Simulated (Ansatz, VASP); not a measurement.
# GeF2: VASP beside Ansatz

One calculation is typed for both programs; each brings its own data sets. How far apart do they land? The cell is generated by rule, not measured, and may not be a known phase. Of the first pair: The cell is taken from a series of runs on this material, whose earlier steps may have relaxed, scaled, displaced or heated it; both programs get it as it stands.

Main program and level: Ansatz 0.2.0; plane waves, with VASP 6.6.1 beside it; relaxation of cell and atoms at PBE.

## Step 1: The starting structure

It takes space group P4_2/mnm (No. 136, tetragonal). Conventional cell: a = 5.239 Å, b = 5.239 Å, c = 3.549 Å, α = 90.00°, β = 90.00°, γ = 90.00°. Ge has 6 F at 2.25 to 2.30 Å nearest. Nearest to F lie 3 Ge at 2.25 to 2.30 Å. Farther neighbours and most contacts between anions are not listed.

## Step 2: VASP: relaxation of cell and atoms, PBE, pair 1

The relaxed volume is the usual yardstick between codes: in a stiff, nearly cubic crystal its relative difference is about their pressure difference at one cell divided by the bulk modulus.

Lines of VASP's logs that name or quote its potential files are left out, and so is its time.

Contents of INCAR:

```
SYSTEM = GeF2
PREC = Accurate
ENCUT = 600
EDIFF = 1E-07
NELM = 120
ISMEAR = 0
SIGMA = 0.01
LREAL = .FALSE.
ALGO = Normal
GGA = PE
NBANDS = 34
LORBIT = 11
LWAVE = .FALSE.
LCHARG = .FALSE.
ISIF = 3
IBRION = 2
NSW = 80
EDIFFG = -0.005
LASPH = .TRUE.
GGA_COMPAT = .FALSE.
NELMIN = 4
EFERMI = MIDGAP
KPAR = 2
```

Contents of POSCAR:

```
GeF2
1.0
    5.2390460000      0.0000000000      0.0000000000
    0.0000000000      5.2390460000      0.0000000000
    0.0000000000      0.0000000000      3.5488480000
Ge F
2 4
Direct
    0.0000000000      0.0000000000      0.0000000000
    0.5000000000      0.5000000000      0.5000000000
    0.3030273069      0.3030273069      0.0000000000
    0.6969728840      0.6969728840      0.0000000000
    0.8030273069      0.1969726931      0.5000000000
    0.1969726931      0.8030273069      0.5000000000
```

Contents of KPOINTS:

```
Automatic mesh
0
Gamma
4 4 8
0 0 0
```

Potentials, in the order of the species: Ge_d and F (PBE family, release 64).

Started as:

```sh
mpirun -np 2 vasp_std
```

Numbers of over 12 decimals in the logs are rounded to 6 here.

Log:

```text
[banner, memory and clock lines left out]
running    2 mpi-ranks, on    1 nodes
 distrk:  each k-point on    1 cores,    2 groups
 distr:  one band on    1 cores,    1 groups

 POSCAR found type information on POSCAR GeF
 POSCAR found :  2 types and       6 ions
 LDA part: xc-table for (Slater+PW92), standard interpolation
 POSCAR, INCAR and KPOINTS ok, starting setup
 FFT: planning ... GRIDC
 FFT: planning ... GRID_SOFT
 FFT: planning ... GRID
 WAVECAR not read
 entering main loop
       N       E                     dE             d eps       ncg     rms          rms(c)
DAV:   1     0.736862553711E+03    0.73686E+03   -0.31080E+04  2538   0.398E+03
DAV:   2     0.106395242741E+03   -0.63047E+03   -0.60812E+03  2200   0.986E+02
DAV:   3    -0.219743017196E+02   -0.12837E+03   -0.12612E+03  2324   0.254E+02
DAV:   4    -0.310470674663E+02   -0.90728E+01   -0.90154E+01  2336   0.772E+01
DAV:   5    -0.312825323775E+02   -0.23546E+00   -0.23509E+00  2322   0.128E+01    0.106E+01
DAV:   6    -0.280466933804E+02    0.32358E+01   -0.12711E+01  2636   0.358E+01    0.373E+00
DAV:   7    -0.280535372613E+02   -0.68439E-02   -0.10608E+00  2202   0.613E+00    0.208E+00
DAV:   8    -0.280455944424E+02    0.79428E-02   -0.18681E-01  2322   0.381E+00    0.468E-01
DAV:   9    -0.280445343059E+02    0.10601E-02   -0.24593E-02  3148   0.172E+00    0.135E-01
DAV:  10    -0.280458583602E+02   -0.13241E-02   -0.26335E-03  2206   0.447E-01    0.417E-02
DAV:  11    -0.280458639425E+02   -0.55823E-05   -0.14941E-04  2720   0.126E-01    0.131E-02
DAV:  12    -0.280458672480E+02   -0.33055E-05   -0.25182E-05  2438   0.617E-02    0.105E-02
DAV:  13    -0.280458666753E+02    0.57262E-06   -0.75889E-06  2724   0.294E-02    0.134E-03
DAV:  14    -0.280458664396E+02    0.23571E-06   -0.11755E-06  2756   0.146E-02    0.577E-04
DAV:  15    -0.280458664826E+02   -0.42980E-07   -0.48728E-08  1040   0.245E-03
   1 F= -.28045866E+02 E0= -.28045866E+02  d E =-.280459E+02
 curvature:   0.00 expect dE= 0.000E+00 dE for cont linesearch  0.000E+00
 trial: gam= 0.00000 g(F)=  0.192E-06 g(S)=  0.339E-03 ort = 0.000E+00 (trialstep = 0.100E+01)
 search vector abs. value=  0.339E-03
 bond charge predicted
       N       E                     dE             d eps       ncg     rms          rms(c)
DAV:   1    -0.280512846504E+02   -0.54182E-02   -0.86613E-02  2638   0.352E+00    0.542E-01
DAV:   2    -0.280467669411E+02    0.45177E-02   -0.16373E-02  2052   0.101E+00    0.153E-01
DAV:   3    -0.280462594325E+02    0.50751E-03   -0.68035E-04  2320   0.505E-01    0.855E-02
DAV:   4    -0.280460535228E+02    0.20591E-03   -0.43390E-04  2454   0.374E-01    0.174E-02
DAV:   5    -0.280460522396E+02    0.12832E-05   -0.71687E-05  2486   0.965E-02    0.104E-02
DAV:   6    -0.280460501226E+02    0.21171E-05   -0.10438E-05  2564   0.624E-02    0.299E-03
DAV:   7    -0.280460507795E+02   -0.65692E-06   -0.15108E-06  2336   0.124E-02    0.917E-04
DAV:   8    -0.280460509572E+02   -0.17776E-06   -0.62636E-08  1068   0.332E-03    0.253E-04
DAV:   9    -0.280460509502E+02    0.70486E-08   -0.11350E-08  1020   0.953E-04
   2 F= -.28046051E+02 E0= -.28046051E+02  d E =-.184468E-03
 trial-energy change:   -0.000184  1 .order   -0.000181   -0.000339   -0.000022
 step:   1.0647(harm=  1.0698)  dis= 0.00004  next Energy=   -28.046052 (dE=-0.185E-03)
 reached required accuracy - stopping structural energy minimisation
```

OUTCAR, selected parts (step 2):

```text
ion  position               nearest neighbor table
   1  0.000  0.000  0.000-   4 2.25   3 2.25   5 2.30   6 2.30   5 2.30   6 2.30
   2  0.500  0.500  0.500-   5 2.25   6 2.25   3 2.30   3 2.30   4 2.30   4 2.30
   3  0.303  0.303  0.000-   1 2.25   2 2.30   2 2.30
   4  0.697  0.697  0.000-   1 2.25   2 2.30   2 2.30
   5  0.803  0.197  0.500-   2 2.25   1 2.30   1 2.30
   6  0.197  0.803  0.500-   2 2.25   1 2.30   1 2.30

  LATTYP: Found a simple tetragonal cell.
 ALAT       =     5.2390460000
 C/A-ratio  =     0.6773843940

 Subroutine GETGRP returns: Found 16 space group operations
 (whereof  8 operations were pure point group operations)

The static configuration has the point symmetry D_2h.
 The point group associated with its full space group is D_4h.

 Found     30 irreducible k-points:

   k-points           NKPTS =     30   k-points in BZ     NKDIM =     30   number of bands    NBANDS=     34

   dimension x,y,z NGX =    42 NGY =   42 NGZ =   28
   dimension x,y,z NGXF=    84 NGYF=   84 NGZF=   56

   ENCUT  =  600.0 eV  44.10 Ry    6.64 a.u.  10.46 10.46  7.09*2*pi/ulx,y,z

   NELECT =      56.0000    total number of electrons

 k-points in reciprocal lattice and weights: Automatic mesh
   0.00000000  0.00000000  0.00000000       0.008
   0.25000000  0.00000000  0.00000000       0.031
   0.50000000  0.00000000  0.00000000       0.016
   0.25000000  0.25000000  0.00000000       0.031
   0.50000000  0.25000000  0.00000000       0.031
   0.50000000  0.50000000  0.00000000       0.008
   0.00000000  0.00000000  0.12500000       0.016
   0.25000000  0.00000000  0.12500000       0.062
   0.50000000  0.00000000  0.12500000       0.031
[...]
0.50000000  0.25000000  0.50000000       0.031
   0.50000000  0.50000000  0.50000000       0.008

 average (electrostatic) potential at core
       1 -77.8215       2 -77.8214       3 -77.8381       4 -77.8381       5 -77.8381
       6 -77.8381

 E-fermi :   2.4918

 k-point     1 :       0.0000    0.0000    0.0000
  band No.  band energies     occupation
    ...
     24      -2.7425      2.00000
     25      -2.1628      2.00000
     26      -2.1628      2.00000
     27      -1.8840      2.00000
     28       0.9036      2.00000
     29       3.9844      0.00000
     30       3.9844      0.00000
     31       6.6577      0.00000
     32       7.1894      0.00000
     33       7.1894      0.00000
    ...

 k-point     2 :       0.2500    0.0000    0.0000
  band No.  band energies     occupation
    ...
     24      -2.6478      2.00000
     25      -2.1582      2.00000
     26      -1.9917      2.00000
     27      -1.8046      2.00000
     28       0.4401      2.00000
     29       4.2403      0.00000
     30       4.2497      0.00000
     31       6.6435      0.00000
     32       6.8557      0.00000
     33       6.8783      0.00000
    ...

 k-point     3 :       0.5000    0.0000    0.0000
  band No.  band energies     occupation
    ...
     24      -2.6587      2.00000
     25      -2.1218      2.00000
     26      -2.1218      2.00000
     27      -0.6584      2.00000
     28      -0.6584      2.00000
     29       4.5592      0.00000
     30       4.5593      0.00000
     31       6.3411      0.00000
     32       6.3411      0.00000
     33       7.4196      0.00000
    ...

  Total       -0.0213273     -0.0213273      0.0290514     -0.0000000      0.0000000      0.0000000
  in kB       -0.3517929     -0.3517929      0.4792018     -0.0000000      0.0000000      0.0000000
  external PRESSURE =      -0.0747947 kB  Pullay stress =       0.0000000 kB

  energy-cutoff  :      600.00
  volume of cell :       97.13
      direct lattice vectors                 reciprocal lattice vectors
     5.233640889  0.000000000  0.000000000     0.191071574 -0.000000000  0.000000000
     0.000000000  5.233640889  0.000000000    -0.000000000  0.191071574  0.000000000
     0.000000000  0.000000000  3.546108172     0.000000000  0.000000000  0.281999294

 POSITION                                       TOTAL-FORCE (eV/Angst)
 -----------------------------------------------------------------------------------
      0.00000      0.00000      3.54611         0.000000     -0.000000      0.000000
      2.61682      2.61682      1.77305         0.000000     -0.000000      0.000000
      1.58590      1.58590      0.00000        -0.001988     -0.001988     -0.000000
      3.64774      3.64774      3.54611         0.001988      0.001988      0.000000
      4.20272      1.03092      1.77305        -0.001988      0.001988      0.000000
      1.03092      4.20272      1.77305         0.001988     -0.001988     -0.000000
 -----------------------------------------------------------------------------------
    total drift:                               -0.001620     -0.001620     -0.000000

  FREE ENERGIE OF THE ION-ELECTRON SYSTEM (eV)
  ---------------------------------------------------
  free  energy   TOTEN  =       -28.0460509502 eV

  energy  without entropy=      -28.0460509502  energy(sigma->0) =      -28.04605095

 reached required accuracy - stopping structural energy minimisation

 total charge
# of ion       s       p       d       tot
------------------------------------------
    1        1.462   0.398  10.040  11.901
    2        1.462   0.398  10.040  11.901
    3        1.742   4.308   0.000   6.051
    4        1.742   4.308   0.000   6.051
    5        1.742   4.308   0.000   6.051
    6        1.742   4.308   0.000   6.051
--------------------------------------------------
tot          9.895  18.029  20.080  48.003

[... 3 further parts left out ...]
```

CONTCAR:

```
GeF2
   1.00000000000000
     5.2336408885066801    0.0000000000000000    0.0000000000000000
     0.0000000000000000    5.2336408885066801    0.0000000000000000
     0.0000000000000000    0.0000000000000000    3.5461081719134415
  Ge              F
     2     4
Direct
     0.0000000000000000    0.0000000000000000    1.0000000000000000
     0.5000000000000000    0.5000000000000000    0.5000000000000000
     0.3030208061932805    0.3030208061932805    0.0000000000000000
     0.6969793847067158    0.6969793847067158    1.0000000000000000
     0.8030208061932804    0.1969791938067195    0.5000000000000000
     0.1969791938067195    0.8030208061932804    0.5000000000000000
```

## Step 3: Ansatz: relaxation of cell and atoms, PBE, pair 1

Ansatz runs on its default PAW (the set named soft_2) files.

The same cell, functional and mesh now go to Ansatz, which takes its cutoff from its data sets.

Contents of input.yaml:

```yaml
crystal:
  lattice:
    - [5.2390464767, 0.0, 0.0]
    - [0.0, 5.2390464767, 0.0]
    - [0.0, 0.0, 3.5488479333]
  atoms:
    - { symbol: Ge, position: [0.0, 0.0, 0.0] }
    - { symbol: Ge, position: [0.5, 0.5, 0.5] }
    - { symbol: F, position: [0.3030272295, 0.3030272295, 0.0] }
    - { symbol: F, position: [0.6969727705, 0.6969727705, 0.0] }
    - { symbol: F, position: [0.8030272295, 0.1969727705, 0.5] }
    - { symbol: F, position: [0.1969727705, 0.8030272295, 0.5] }
kpoints:
  mp_grid: { grid: [4, 4, 8] }
hamiltonian:
  xc: pbe
scf:
  occupations: { method: fixed }
output:
  forces: true
  stress: true
  eigenvalues: true
relax:
  adjacent_minimum: "off"
  f_tol: 0.001
  max_steps: 60
  cell: { stress_tol: 0.01 }
```

Started as:

```sh
ansatz run input.yaml --threads 8 --pin off --max-ram 14336MiB --backend cpu --events-out ev --progress --plain --runs-dir out
```

Log:

```text
Engine: ansatz 0.2.0, aarch64-unknown-linux-gnu
Pseudopotentials: kind: paw
Pseudopotential: Ge, paw, valence charge 14, recommended cutoff 420 eV (normal), Ge.paw.azcp
Pseudopotential: F, paw, valence charge 7, recommended cutoff 420 eV (normal), F.paw.azcp
Functional definition: PBE
  parameter kappa = 0.804
  parameter beta = 0.066725
  exchange = pbe_x(kappa = kappa, mu = beta*pi^2/3)
  correlation = pbe_c(beta = beta)
Crystal: 6 atoms, lattice volume = 97.407 Å³
Basis set: ecut = 420 eV, 1915 PW (Γ), exchange–correlation on 72×72×48 points (8 copies of the dense FFT grid, shifted against one another)
Bands: 34, of which v1, the nominal top of the filled ones, is band 28 counted from 1 (27 counted from 0)
Symmetry: 16 space group operations
Space group: P42/mnm (ITA 136), of the structure as read, at distance tolerance 4.6e-5 Å
k-points: 30 of 128
Non-local potential: Ge, projectors of the file, l = 0: 2, l = 1: 2, l = 2: 3, l = 3: 1
Non-local potential: F, projectors of the file, l = 0: 2, l = 1: 2, l = 2: 1
PAW form: soft (Blöchl's): semilocal exchange-correlation on the pseudo side does not see the compensation charge
PAW one-centre angular grid: Ge, 590 points (default); XC on 64 Gauss nodes
PAW one-centre angular grid: F, 110 points (default); XC on 64 Gauss nodes
Initial density: superposition of atomic densities (neutral atoms: chi_scale 0, normalization atom), corrected by the library's trained network
Initial wavefunctions: pseudopotential atomic-orbital guess
Functional: x = pbe(κ = 0.804, μ = 0.219515), c = pbe(β = 0.066725)
SCF iter   1: F=—  HF=-11823.999094 eV  |F-HF|=—  |Δ(HF+E_count)|=         —  Δρ=2.88e-3  dr2=2.74e-3  ethr=1.77e-3  ⟨swp⟩=4.0  Hψ=3561  notcnv=0  defer=87
preconditioner: auto → Resta (q_TF=auto, 2.488 Å⁻¹)  ε∞=3.2  [insulator: Δε(μ)=3.017 eV  Ē_g=19.014 eV  n_scr=30 (ndim 8)  ℏωp=28.2 eV  f_vac=0.196  ε∞_Penn≈3.2]
SCF iter   2: F=—  HF=-11823.998894 eV  |F-HF|=—  |Δ(HF+E_count)|=   2.00e-4  Δρ=1.48e-3  dr2=5.01e-4  ethr=4.89e-6  ⟨swp⟩=2.0  Hψ=2161  notcnv=0  defer=119
SCF iter   3: F=—  HF=-11823.999153 eV  |F-HF|=—  |Δ(HF+E_count)|=   2.59e-4  Δρ=6.56e-4  dr2=1.28e-4  ethr=8.94e-7  ⟨swp⟩=2.0  Hψ=1841  notcnv=0  defer=114
SCF iter   4: F=—  HF=-11823.999319 eV  |F-HF|=—  |Δ(HF+E_count)|=   1.65e-4  Δρ=8.16e-5  dr2=5.21e-6  ethr=2.28e-7  ⟨swp⟩=2.0  Hψ=1447  notcnv=0  defer=112
SCF iter   5: F=—  HF=-11823.999784 eV  |F-HF|=—  |Δ(HF+E_count)|=   4.65e-4  Δρ=5.22e-5  dr2=1.54e-6  ethr=9.29e-9  ⟨swp⟩=2.0  Hψ=1809  notcnv=0  defer=51
SCF iter   6: F=—  HF=-11823.999782 eV  |F-HF|=—  |Δ(HF+E_count)|=   1.54e-6  Δρ=1.36e-5  dr2=1.91e-7  ethr=2.76e-9  ⟨swp⟩=2.0  Hψ=1809  notcnv=0  defer=51
SCF iter   7: F=-11823.999783 eV  HF=-11823.999783 eV  |F-HF|=1.97e-8  |Δ(HF+E_count)|=   1.34e-7  Δρ=4.62e-6  dr2=1.47e-8  ethr=1.79e-10  ⟨swp⟩=8.9  Hψ=4323  notcnv=0
SCF 1 converged in 7 iterations: F = -11823.999783 eV  dr2 = 1.47e-8
  greatest PAW one-centre occupation: 0.999 electrons in one spin orbital (limit 2), on the Ge atom at site 0 (counted from 0), in its partial waves of l = 2
relax step   1: F+E_penalty+E_count = -11823.99978254 eV  Δ(F+E_penalty+E_count) = +0.000e0 eV  max|allowed force component| = 8.837e-5 eV/Å  Δτ_max = 0.0000 Å  P = -0.001 GPa  Ω = 97.407 Å³  (7 SCF iters, dr2 threshold 1.00e-7 eV, accepted)
Initial density: handed on by an earlier stage of this run
Initial wavefunctions: pseudopotential atomic-orbital guess (no wavefunctions were taken with the density)
iter 1 solved again at ethr=4.42e-8 eV; its pass at ethr=3.10e-3 eV (dr2=2.48e-5 eV) is discarded
SCF iter   1: F=—  HF=-11823.999330 eV  |F-HF|=—  |Δ(HF+E_count)|=         —  Δρ=4.56e-6  dr2=1.37e-8  ethr=4.42e-8  ⟨swp⟩=2.1  Hψ=5723  notcnv=0  defer=118
preconditioner: auto → Resta (q_TF=auto, 2.488 Å⁻¹)  ε∞=3.2  [insulator: Δε(μ)=3.001 eV  Ē_g=19.005 eV  n_scr=30 (ndim 8)  ℏωp=28.2 eV  f_vac=0.196  ε∞_Penn≈3.2]
SCF iter   2: F=—  HF=-11823.999783 eV  |F-HF|=—  |Δ(HF+E_count)|=   4.53e-4  Δρ=2.29e-6  dr2=4.39e-9  ethr=2.45e-11  ⟨swp⟩=2.3  Hψ=1841  notcnv=0  defer=86
SCF iter   3: F=—  HF=-11823.999783 eV  |F-HF|=—  |Δ(HF+E_count)|=   3.02e-9  Δρ=1.09e-6  dr2=1.59e-9  ethr=7.83e-12  ⟨swp⟩=2.4  Hψ=1627  notcnv=0  defer=86
SCF iter   4: F=—  HF=-11823.999783 eV  |F-HF|=—  |Δ(HF+E_count)|=   1.64e-9  Δρ=9.24e-7  dr2=6.09e-10  ethr=2.84e-12  ⟨swp⟩=2.1  Hψ=1417  notcnv=0  defer=86
SCF iter   5: F=—  HF=-11823.999783 eV  |F-HF|=—  |Δ(HF+E_count)|=  1.69e-10  Δρ=1.44e-7  dr2=1.31e-11  ethr=1.09e-12  ⟨swp⟩=2.0  Hψ=1389  notcnv=0  defer=86
SCF iter   6: F=-11823.999783 eV  HF=-11823.999783 eV  |F-HF|=3.64e-12  |Δ(HF+E_count)|=  2.91e-11  Δρ=4.89e-8  dr2=8.76e-13  ethr=1.00e-12  ⟨swp⟩=9.9  Hψ=4902  notcnv=0
SCF 2 converged in 6 iterations: F = -11823.999783 eV  dr2 = 8.76e-13
  greatest PAW one-centre occupation: 0.999 electrons in one spin orbital (limit 2), on the Ge atom at site 1 (counted from 0), in its partial waves of l = 2
relax step   2: F+E_penalty+E_count = -11823.99978255 eV  Δ(F+E_penalty+E_count) = -1.718e-8 eV  max|allowed force component| = 9.052e-5 eV/Å  Δτ_max = 0.0000 Å  P = -0.001 GPa  Ω = 97.407 Å³  stress off target by 9.49e-3 GPa  SCF on the basis re-selected at this cell (its energy is not comparable with the rows above)  (6 SCF iters)
basis re-selected at this cell: Δ(F+E_penalty+E_count) = -1.718e-8 eV, ΔP = +0.000 GPa vs the last step (what re-selecting the basis moved, of the pressure what is left beyond the Pulay correction that the steps carried, after the strain that the cell walked since its last selection, with what the two solves' SCF thresholds leave and, on support functions, any second-order correction that the steps lacked; it is no m [...]
SCF converged after 6 iterations
Free energy (F): -11823.999783 eV
Harris-Foulkes:  -11823.999783 eV  (|F-HF|=3.64e-12)
Internal energy: -11823.999783 eV  (E = F + TS)
E sigma→0 (E₀):  -11823.999783 eV
Fermi energy:    3.679640 eV
--- Per-component energies (eV) ---
  E_band       = -569.699960
  E_kinetic    = 1037.305451
  E_local      = -7550.890685  (includes V_loc(G=0)·N_el)
  E_nonlocal   = 1114.553238
  E_hartree    = 3109.363696
  E_xc         = -468.051775
  E_vxc        = -534.149230  (∫ρ·V_xc dr)
  E_paw        = -4822.533027  (= ΣΔE_a)
  E_vpaw       = -855.255133  (= ΣTr[D̂ρ^β])
  E_aug_tail   = 0.008984  (compensation charges beyond the density's cutoff)
  E_ewald      = -4243.755665
  E_smearing   = -0.000000  (= −TS)
  E_closure    = -0.000000  (closes the sum)
  Σ components = -11823.999783   (vs F -11823.999783, Δ=0.00e0)
--- Forces (eV/Å), atoms counted from 1 ---
  atom   1  Ge    -0.00000000    -0.00000000    -0.00000000
  atom   2  Ge    -0.00000000    -0.00000000    -0.00000000
  atom   3  F     -0.00009052    -0.00009052     0.00000000
  atom   4  F      0.00009052     0.00009052    -0.00000000
  atom   5  F     -0.00009052     0.00009052    -0.00000000
  atom   6  F      0.00009052    -0.00009052     0.00000000
  max |Σ_I F_I| component: 1.73e-18 eV/Å
--- Stress (GPa, compression-positive) ---
       -0.006669      -0.000000      -0.000000
       -0.000000      -0.006669       0.000000
       -0.000000       0.000000       0.009489
  P = ⅓ Tr σ = -0.0013 GPa (-0.013 kbar)
--- Band table (eV; the first three rows and the last of 30) ---
  k-point 0: bands = [... 24 lower, 0.5357, 0.5357, 0.8124, 3.5855, 6.6807, 6.6807, 9.3442, 9.8682, ... 2 higher]
  k-point 1: bands = [... 24 lower, 0.5177, 0.5797, 0.7730, 3.6408, 6.9965, 6.9965, 8.9662, 9.8610, ... 2 higher]
  k-point 2: bands = [... 24 lower, 0.4537, 0.6556, 1.4938, 3.6796, 7.7614, 7.7614, 8.3885, 9.5842, ... 2 higher]
  k-point 29: bands = [... 24 lower, 0.4925, 0.4925, 2.4900, 2.4900, 8.5352, 8.5352, 8.8052, 8.8052, ... 2 higher]
--- Relaxed structure (1 steps of the walk, 1 accepted, 1 SCFs on fresh bases) ---
  F+E_penalty+E_count = -11823.99978255 eV   max|allowed force component| = 9.052e-5 eV/Å   (the final SCF, on the basis selected at the relaxed cell)
  cell:  # Å, volume = 97.4074 Å³
    - [5.2390464767, 0.0, 0.0]
    - [0.0, 5.2390464767, 0.0]
    - [0.0, 0.0, 3.5488479333]
  atoms:
    - { symbol: Ge, position: [0.0, 0.0, 0.0] }
    - { symbol: Ge, position: [0.5, 0.5, 0.500000] }
    - { symbol: F, position: [0.3030272295, 0.3030272295, 0.0] }
    - { symbol: F, position: [0.6969727705, 0.6969727705, 0.0] }
    - { symbol: F, position: [0.803027, 0.196973, 0.500000] }
    - { symbol: F, position: [0.196973, 0.803027, 0.500000] }
```

## Step 4: Differences

Known differences besides the potentials themselves: fixed occupations in Ansatz, narrow Gaussian smearing in VASP; the cutoff is 420 eV in Ansatz and 600 eV in VASP; Ansatz adds a Pulay correction to the stress that steers its cell, VASP none. Total energies have different zeros and are not compared.

Both answers:

| quantity | Ansatz | VASP | difference |
| --- | --- | --- | --- |
| volume (Å³) | 97.41 | 97.13 | +0.28 % |
| edge a after relaxation, in the typed setting (Å) | 5.239 | 5.234 | +0.10 % |
| edge c after relaxation, in the typed setting (Å) | 3.549 | 3.546 | +0.08 % |

(Part 1 of 2 ends here.)

[Lines on the potential files, build, host, timing and source positions are cut from VASP's logs without a mark.]

[Logs are printed without paths, hosts, clocks, repeated set-up lines and the standing remarks that a program may print on its own settings, such as how far it seeks lower states.]

[Hosts, paths, dates, database ids (printed as entryN), source tags and the programs' standing remarks are cut or masked in the printed files.]
